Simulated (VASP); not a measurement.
# K: intraband terms of a metal's spectrum

K, I4_1/amd (no. 141), 2 atoms in the cell. PBE, independent-particle dielectric function; PAW potentials K_sv (PBE set).

## Input

INCAR.step1:
```
SYSTEM = K
PREC     = Accurate       ! precision mode
ENCUT    = 300            ! plane-wave cutoff, eV
ISMEAR   = 1              ! smearing method
SIGMA    = 0.1            ! smearing width, eV
EDIFF    = 1E-7           ! SCF threshold, eV
LASPH    = .True.         ! aspherical terms in the spheres
KPAR     = 4            
LWAVE    = .False.        ! write WAVECAR
LCHARG   = .True.         ! write CHGCAR
LMAXMIX  = 4              ! l up to which the mixer works
```

INCAR.step2:
```
SYSTEM = K
PREC     = Accurate       ! precision mode
ENCUT    = 300            ! plane-wave cutoff, eV
ISMEAR   = 0              ! smearing method
SIGMA    = 0.3            ! smearing width, eV
EDIFF    = 1E-6           ! SCF threshold, eV
LASPH    = .True.         ! aspherical terms in the spheres
KPAR     = 4            
LWAVE    = .True.         ! write WAVECAR
LCHARG   = .False.        ! write CHGCAR
LMAXMIX  = 4              ! l up to which the mixer works
ICHARG   = 11             ! starting density
NBANDS   = 27             ! bands
NEDOS    = 3000           ! points of the DOS
OMEGAMAX = 30           
CSHIFT   = 0.1           
```

INCAR.step3, as INCAR.step2 but for:
```
- LWAVE = .True.
+ LWAVE = .False.
+ LOPTICS = .True.
+ ALGO = None
+ NELM = 1
+ ISTART = 1
```

INCAR.step4, as INCAR.step3 but for:
```
+ WPLASMAI = 0.03
```

INCAR.step5 to INCAR.step6 change the same tag again: WPLASMAI = 0.1, 0.3.

INCAR.step7, as INCAR.step6 but for:
```
- WPLASMAI = 0.3
+ RTIME = 5
```

INCAR.step8, as INCAR.step7 but for:
```
- RTIME = 5
+ RTIME = 20
```

INCAR.step9, as INCAR.step8 but for:
```
- RTIME = 20
+ LNABLA = .True.
```

INCAR.step10, as INCAR.step9 but for:
```
- ISMEAR = 0
- LNABLA = .True.
+ ISMEAR = -5
```

KPOINTS.step1:
```
k-points
0
Gamma
  9 9 9
```

KPOINTS.step2:
```
k-points
0
Gamma
  13 13 13
```

POSCAR:
```
K
1.0
   -2.2081090471      2.2081090471      8.0458679461
    2.2081090471     -2.2081090471      8.0458679461
    2.2081090471      2.2081090471     -8.0458679461
K
2
Direct
    0.5000000000      0.5000000000      0.0000000000
    0.2500000000      0.7500000000      0.5000000000
```

Commands (each step's output is kept before the next begins):
```
cat potpaw_PBE.64/K_sv/POTCAR > POTCAR
cp INCAR.step1 INCAR
cp KPOINTS.step1 KPOINTS
mpirun -np 4 vasp_std > vasp.out
cp INCAR.step2 INCAR
cp KPOINTS.step2 KPOINTS
mpirun -np 4 vasp_std > vasp.out
cp INCAR.step3 INCAR
mpirun -np 4 vasp_std > vasp.out
cp INCAR.step4 INCAR
mpirun -np 4 vasp_std > vasp.out
cp INCAR.step5 INCAR
mpirun -np 4 vasp_std > vasp.out
cp INCAR.step6 INCAR
mpirun -np 4 vasp_std > vasp.out
cp INCAR.step7 INCAR
mpirun -np 4 vasp_std > vasp.out
cp INCAR.step8 INCAR
mpirun -np 4 vasp_std > vasp.out
cp INCAR.step9 INCAR
mpirun -np 4 vasp_std > vasp.out
cp INCAR.step10 INCAR
mpirun -np 4 vasp_std > vasp.out
```

## Result

- Bands: 27

One ground state, settings moved in the last step alone:

| Settings | Plasma frequency (eV) | Im ε at 0.5 eV | Im ε at 1 eV | Im ε at 2 eV | Im ε at 4 eV | Time (s) |
|---|---|---|---|---|---|---|
| interband part alone | 3.91 | 4.2 | 0.6 | 0.1 | 0.1 | 26 |
| Drude term, WPLASMAI 0.03 | 3.91 | 7.8 | 1.1 | 0.2 | 0.1 | 22 |
| Drude term, WPLASMAI 0.1 | 3.91 | 16.0 | 2.1 | 0.3 | 0.1 | 22 |
| Drude term, WPLASMAI 0.3 | 3.91 | 31.2 | 4.8 | 0.7 | 0.2 | 22 |
| relaxation time RTIME 5 fs | 3.91 | 19.3 | 2.6 | 0.4 | 0.1 | 28 |
| relaxation time RTIME 20 fs | 3.91 | 8.2 | 1.1 | 0.2 | 0.1 | 27 |
| transversal form (LNABLA) | 3.90 | 4.1 | 0.6 | 0.1 | 0.1 | 24 |
| tetrahedron method | – | – | – | – | – | no result |

VASP 6.6.1 took 405 s on 4 cores (AMD EPYC 7R43 (Zen 3)), a shared host.
